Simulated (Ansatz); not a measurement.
# Carbon, diamond under PBE: from relaxation to bulk modulus, part 2 of 2

The plan for carbon in the diamond structure: relax it, solve it on a dense k-mesh, switch on spin-orbit coupling, then scale the cell to 7 volumes from 88 to 112 % of the relaxed one and try a fit of the equation of state. The k-meshes are 8×8×8 for the relaxation; 14×14×14 for the dense run; 11×11×11 for spin-orbit coupling; 13×13×13 for the volumes. The starting cell is the deposited one, from the Crystallography Open Database.

Ansatz 0.2.0; DFT, PBE, plane waves (420 eV) with PAW, scalar-relativistic. Earlier steps stand in the parts before.

### 7 At 96 % of the relaxed volume

input.yaml reads:

```yaml
crystal:
  lattice:
    - [0.0, 1.761682021, 1.761682021]
    - [1.761682021, 0.0, 1.761682021]
    - [1.761682021, 1.761682021, 0.0]
  atoms:
    - { symbol: C, position: [0.5, 0.5, 0.5] }
    - { symbol: C, position: [0.75, 0.75, 0.75] }
hamiltonian:
  xc: pbe
  pseudopotentials:
    kind: paw
    azcp:
      C: "pseudopotentials/C.paw.azcp"
basis:
  ecutwfc: 420
  fft_grid_basis: typed
kpoints:
  mp_grid: { grid: [13, 13, 13], shift: [0, 0, 0] }
magnetization:
  spin_polarized: false
scf:
  occupations: { method: fermi_dirac, width: 0.05 }
  lower_state_search: "off"
output:
  stress: true
  write_density: true
  write_potential: true
  elf: true
  volumetric_format: npy
```

The run is started by

```bash
ansatz run input.yaml --threads 1 --pin off --max-ram 3584MiB --backend cpu --events-out ev --progress --plain --runs-dir out
```

What it wrote (excerpt; [...] marks lines left out):

```text
[...]
Pseudopotentials: kind: paw
Pseudopotential: C, paw, valence charge 4, recommended cutoff 420 eV (normal), <dir>
Functional definition: PBE
[...]
Crystal: 2 atoms, lattice volume = 10.935 Å³
Basis set: ecut = 420 eV, 181 PW (Γ)
Bands: 8, of which v1, the nominal top of the filled ones, is band 4 counted from 1 (3 counted from 0)
Symmetry: 48 space group operations
Space group: Fd-3m (ITA 227), of the structure as read, at distance tolerance 2.2e-5 Å
k-points: 84 of 2197
[...]
SCF iter   1: F=—  HF=-501.589242 eV  |F-HF|=—  |Δ(HF+E_count)|=         —  Δρ=2.04e-3  dr2=8.89e-5  ethr=1.77e-3  ⟨swp⟩=4.6  Hψ=4327  notcnv=0
[...]
SCF iter   6: F=-501.589490 eV  HF=-501.589490 eV  |F-HF|=1.31e-11  |Δ(HF+E_count)|=  4.81e-11  Δρ=7.42e-7  dr2=3.09e-11  ethr=2.80e-12  ⟨swp⟩=3.6  Hψ=2697  notcnv=0
[...]
SCF converged after 6 iterations
Free energy (F): -501.589490 eV
[...]
E sigma→0 (E₀):  -501.589490 eV
Fermi energy:    16.082853 eV
[...]
--- Stress (GPa, compression-positive) ---
       19.028002       0.000000      -0.000000
       -0.000000      19.028002       0.000000
        0.000000       0.000000      19.028002
  P = ⅓ Tr σ = 19.0280 GPa (190.280 kbar)
--- Band table (eV; the first three rows and the last of 84) ---
  k-point 0: bands = ["-7.9903", "13.9903", "13.9903", "13.9903", "19.6870", "19.6870", "19.6870", "28.1135"]
[...]
```

Wall time 1.6 s (1 thread of Intel Xeon Platinum 8259CL at 2.50GHz (Skylake/Cascade Lake), shared host); peak memory 0.44 GiB.

### 8 At 100 % of the relaxed volume

input.yaml: that of step 7 with these lines changed.

```diff
@@ -2,5 +2,5 @@
   lattice:
-    - [0.0, 1.761682021, 1.761682021]
-    - [1.761682021, 0.0, 1.761682021]
-    - [1.761682021, 1.761682021, 0.0]
+    - [0.0, 1.7858176506, 1.7858176506]
+    - [1.7858176506, 0.0, 1.7858176506]
+    - [1.7858176506, 1.7858176506, 0.0]
   atoms:
@@ -26,5 +26 @@
   stress: true
-  write_density: true
-  write_potential: true
-  elf: true
-  volumetric_format: npy
```

The run is started by

```bash
ansatz run input.yaml --threads 1 --pin off --max-ram 3584MiB --backend cpu --events-out ev --progress --plain --runs-dir out
```

What it wrote (excerpt; [...] marks lines left out):

```text
[...]
[... 3 set-up lines as earlier in the session ...]
[...]
Crystal: 2 atoms, lattice volume = 11.390 Å³
Basis set: ecut = 420 eV, 229 PW (Γ)
Bands: 8, of which v1, the nominal top of the filled ones, is band 4 counted from 1 (3 counted from 0)
[... 2 set-up lines as earlier in the session ...]
k-points: 84 of 2197
[...]
SCF iter   1: F=—  HF=-501.615570 eV  |F-HF|=—  |Δ(HF+E_count)|=         —  Δρ=1.79e-3  dr2=1.08e-4  ethr=1.77e-3  ⟨swp⟩=4.7  Hψ=4338  notcnv=0
[...]
SCF iter   6: F=-501.615733 eV  HF=-501.615733 eV  |F-HF|=5.63e-12  |Δ(HF+E_count)|=  1.91e-10  Δρ=1.84e-7  dr2=1.95e-12  ethr=1.10e-12  ⟨swp⟩=1.0  Hψ=1963  notcnv=0
[...]
SCF converged after 6 iterations
Free energy (F): -501.615733 eV
[...]
E sigma→0 (E₀):  -501.615733 eV
Fermi energy:    15.290572 eV
[...]
--- Stress (GPa, compression-positive) ---
       -0.018702      -0.000000      -0.000000
        0.000000      -0.018702      -0.000000
       -0.000000       0.000000      -0.018702
  P = ⅓ Tr σ = -0.0187 GPa (-0.187 kbar)
```

It took 1.2 s on 1 thread of Intel Xeon Platinum 8259CL at 2.50GHz (Skylake/Cascade Lake), shared host; peak memory 0.43 GiB.

### 9 At 104 % of the relaxed volume

input.yaml: that of step 8 with these lines changed.

```diff
@@ -2,5 +2,5 @@
   lattice:
-    - [0.0, 1.7858176506, 1.7858176506]
-    - [1.7858176506, 0.0, 1.7858176506]
-    - [1.7858176506, 1.7858176506, 0.0]
+    - [0.0, 1.8093179462, 1.8093179462]
+    - [1.8093179462, 0.0, 1.8093179462]
+    - [1.8093179462, 1.8093179462, 0.0]
   atoms:
```

The run is started by

```bash
ansatz run input.yaml --threads 1 --pin off --max-ram 3584MiB --backend cpu --events-out ev --progress --plain --runs-dir out
```

What it wrote (excerpt; [...] marks lines left out):

```text
[...]
[... 3 set-up lines as earlier in the session ...]
[...]
Crystal: 2 atoms, lattice volume = 11.846 Å³
Basis set: ecut = 420 eV, 259 PW (Γ)
Bands: 8, of which v1, the nominal top of the filled ones, is band 4 counted from 1 (3 counted from 0)
[... 1 set-up line as earlier in the session ...]
Space group: Fd-3m (ITA 227), of the structure as read, at distance tolerance 2.3e-5 Å
k-points: 84 of 2197
[...]
SCF iter   1: F=—  HF=-501.592624 eV  |F-HF|=—  |Δ(HF+E_count)|=         —  Δρ=2.28e-3  dr2=3.26e-4  ethr=1.77e-3  ⟨swp⟩=4.6  Hψ=4320  notcnv=0
[...]
SCF iter   6: F=-501.592611 eV  HF=-501.592611 eV  |F-HF|=1.36e-12  |Δ(HF+E_count)|=  2.12e-10  Δρ=2.69e-7  dr2=5.34e-12  ethr=1.00e-12  ⟨swp⟩=1.0  Hψ=2000  notcnv=0
[...]
SCF converged after 6 iterations
Free energy (F): -501.592611 eV
[...]
E sigma→0 (E₀):  -501.592611 eV
Fermi energy:    14.551247 eV
[...]
--- Stress (GPa, compression-positive) ---
      -15.799874      -0.000000       0.000000
       -0.000000     -15.799874      -0.000000
        0.000000       0.000000     -15.799874
  P = ⅓ Tr σ = -15.7999 GPa (-157.999 kbar)
```

It took 1.2 s on 1 thread of Intel Xeon Platinum 8259CL at 2.50GHz (Skylake/Cascade Lake), shared host; peak memory 0.43 GiB.

### 10 At 108 % of the relaxed volume

input.yaml: that of step 9 with these lines changed.

```diff
@@ -2,5 +2,5 @@
   lattice:
-    - [0.0, 1.8093179462, 1.8093179462]
-    - [1.8093179462, 0.0, 1.8093179462]
-    - [1.8093179462, 1.8093179462, 0.0]
+    - [0.0, 1.8322231366, 1.8322231366]
+    - [1.8322231366, 0.0, 1.8322231366]
+    - [1.8322231366, 1.8322231366, 0.0]
   atoms:
```

The run is started by

```bash
ansatz run input.yaml --threads 1 --pin off --max-ram 3584MiB --backend cpu --events-out ev --progress --plain --runs-dir out
```

What it wrote (excerpt; [...] marks lines left out):

```text
[...]
[... 3 set-up lines as earlier in the session ...]
[...]
Crystal: 2 atoms, lattice volume = 12.302 Å³
Basis set: ecut = 420 eV, 259 PW (Γ)
Bands: 8, of which v1, the nominal top of the filled ones, is band 4 counted from 1 (3 counted from 0)
[... 2 set-up lines as earlier in the session ...]
k-points: 84 of 2197
[...]
SCF iter   1: F=—  HF=-501.528603 eV  |F-HF|=—  |Δ(HF+E_count)|=         —  Δρ=2.68e-3  dr2=5.36e-4  ethr=1.77e-3  ⟨swp⟩=4.7  Hψ=4307  notcnv=0
[...]
SCF iter   6: F=-501.528476 eV  HF=-501.528476 eV  |F-HF|=4.55e-13  |Δ(HF+E_count)|=  1.77e-10  Δρ=1.07e-7  dr2=2.47e-13  ethr=3.12e-12  ⟨swp⟩=1.0  Hψ=2051  notcnv=0
[...]
SCF converged after 6 iterations
Free energy (F): -501.528476 eV
[...]
E sigma→0 (E₀):  -501.528476 eV
Fermi energy:    13.862813 eV
[...]
--- Stress (GPa, compression-positive) ---
      -28.863107       0.000000       0.000000
       -0.000000     -28.863107       0.000000
        0.000000       0.000000     -28.863107
  P = ⅓ Tr σ = -28.8631 GPa (-288.631 kbar)
```

Run time: 1.3 s. Hardware: 1 thread of Intel Xeon Platinum 8259CL at 2.50GHz (Skylake/Cascade Lake), shared host; peak memory 0.43 GiB.

### 11 At 112 % of the relaxed volume

input.yaml: that of step 10 with these lines changed.

```diff
@@ -2,5 +2,5 @@
   lattice:
-    - [0.0, 1.8322231366, 1.8322231366]
-    - [1.8322231366, 0.0, 1.8322231366]
-    - [1.8322231366, 1.8322231366, 0.0]
+    - [0.0, 1.8545695236, 1.8545695236]
+    - [1.8545695236, 0.0, 1.8545695236]
+    - [1.8545695236, 1.8545695236, 0.0]
   atoms:
@@ -26 +26,5 @@
   stress: true
+  write_density: true
+  write_potential: true
+  elf: true
+  volumetric_format: npy
```

The run is started by

```bash
ansatz run input.yaml --threads 1 --pin off --max-ram 3584MiB --backend cpu --events-out ev --progress --plain --runs-dir out
```

What it wrote (excerpt; [...] marks lines left out):

```text
[...]
[... 3 set-up lines as earlier in the session ...]
[...]
Crystal: 2 atoms, lattice volume = 12.757 Å³
Basis set: ecut = 420 eV, 259 PW (Γ)
Bands: 8, of which v1, the nominal top of the filled ones, is band 4 counted from 1 (3 counted from 0)
[... 2 set-up lines as earlier in the session ...]
k-points: 84 of 2197
[...]
SCF iter   1: F=—  HF=-501.430824 eV  |F-HF|=—  |Δ(HF+E_count)|=         —  Δρ=2.90e-3  dr2=6.69e-4  ethr=1.77e-3  ⟨swp⟩=4.6  Hψ=4271  notcnv=0
[...]
SCF iter   6: F=-501.430637 eV  HF=-501.430637 eV  |F-HF|=7.39e-13  |Δ(HF+E_count)|=  1.22e-10  Δρ=1.49e-7  dr2=1.16e-12  ethr=6.96e-12  ⟨swp⟩=3.8  Hψ=2802  notcnv=0
[...]
SCF converged after 6 iterations
Free energy (F): -501.430637 eV
[...]
E sigma→0 (E₀):  -501.430637 eV
Fermi energy:    13.218451 eV
[...]
--- Stress (GPa, compression-positive) ---
      -39.664617       0.000000      -0.000000
        0.000000     -39.664617       0.000000
       -0.000000       0.000000     -39.664617
  P = ⅓ Tr σ = -39.6646 GPa (-396.646 kbar)
--- Band table (eV; the first three rows and the last of 84) ---
  k-point 0: bands = ["-8.6708", "11.2905", "11.2905", "11.2905", "16.5667", "16.5667", "16.5667", "22.0011"]
[...]
```

Wall time 1.9 s (1 thread of Intel Xeon Platinum 8259CL at 2.50GHz (Skylake/Cascade Lake), shared host); peak memory 0.44 GiB.

### 12 Fitting the volumes

The cell was scaled evenly, with its shape and the fractional positions fixed.

```tsv
V (Å³/atom)	E − E₀ (meV/atom)	P from the stress (GPa)	P from the fit (GPa)	gap on the mesh (eV)
5.012	134.9	69.89	69.92	4.43
5.240	56.0	42.04	42.02	4.33
5.467	13.1	19.03	19.02	4.23
5.695	0.0	-0.02	-0.01	4.14
5.923	11.5	-15.80	-15.77	4.06
6.151	43.6	-28.86	-28.85	3.98
6.379	92.5	-39.66	-39.70	3.90
```

Fit (Birch-Murnaghan, third order): V₀ = 5.695 Å³/atom, B₀ = 432 GPa, B₀′ = 3.7, largest residual 0.04 meV/atom.

### 13 Results

What follows sums up all 2 parts.

| quantity | value |
| --- | --- |
| space group (spins left aside) | Fd-3m (No. 227) |
| conventional cell | a = 3.572 Å |
| volume | 5.695 Å³/atom |
| shortest distance | 1.547 Å |
| against the deposited volume | +0.4 % (5.672 Å³/atom) |
| gap on the mesh | 4.13 eV |
| relative to graphite | +136 meV/atom |
| gap with spin-orbit coupling, on another mesh | 4.12 eV |
| V₀, B₀, B₀′ | 5.695 Å³/atom, 432 GPa, 3.7 |

**Reading.** Against experiment, PBE misses the volume by +0.4 %. Zero-point motion and any thermal expansion in the deposited cell, which the calculation lacks, would widen the miss. Against the reference form of carbon (graphite, computed apart with the same settings) it stands 136 meV/atom higher. It has a gap of 4.13 eV on the mesh. Band edges may lie between mesh points, so the true gap at this level can be smaller. The spin-orbit run (on a coarser mesh) has the same gap. The total energy of the spin-orbit run (on a coarser mesh) lies 0 meV/atom from the scalar one; mesh and treatment of the core enter this figure, so it is no spin-orbit energy. B₀ comes out at 432 GPa, among the stiffest elements. Relaxation kept the symmetry; phonons were not checked.

The gaps are Kohn-Sham values of a semilocal functional, not quasiparticle or optical gaps. Such gaps usually fall short of the measured ones.
